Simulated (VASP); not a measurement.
Here is a VASP 6.6.1 calculation.

Contents of INCAR:

```
PREC = Accurate ; ENCUT = 520
EDIFF = 1E-6 ; ISMEAR = 0
SIGMA = 0.05 ; LREAL = False
LASPH = True ; NELM = 60
ALGO = Fast ; ISIF = 2
LWAVE = False ; LCHARG = False
GGA = PE ; NBANDS = 12
```

Contents of KPOINTS:

```
Automatic mesh
0
Gamma
  10 10 10
```

Contents of POSCAR:

```
LiF
1.0
    2.5595330000      0.0000000000      0.0000000000
    0.0000000000      2.5595330000      0.0000000000
    0.0000000000      0.0000000000      2.5595330000
Li F
1 1
Direct
    0.0000000000      0.0000000000      0.0000000000
    0.5112784299      0.5112784299      0.5112784299
```

Potentials or basis: VASP PAW PBE potentials, release 64 (Li_sv, F).

Command:

```sh
$ cat potpaw_PBE.64/Li_sv/POTCAR potpaw_PBE.64/F/POTCAR > POTCAR
$ mpirun -np 1 vasp_std > vasp.out
```

Problem. What does it give for the largest force?

Solution. 0.018 eV/Å.

Problem. Predict the band gap on the k mesh.

Solution. 7.51 eV, indirect (least direct gap 8.18 eV).

Forces in eV/Å, atoms in the order of the input:
```
Li  -0.010 -0.010 -0.010
F    0.010  0.010  0.010
```

 A k mesh can miss the band edges.
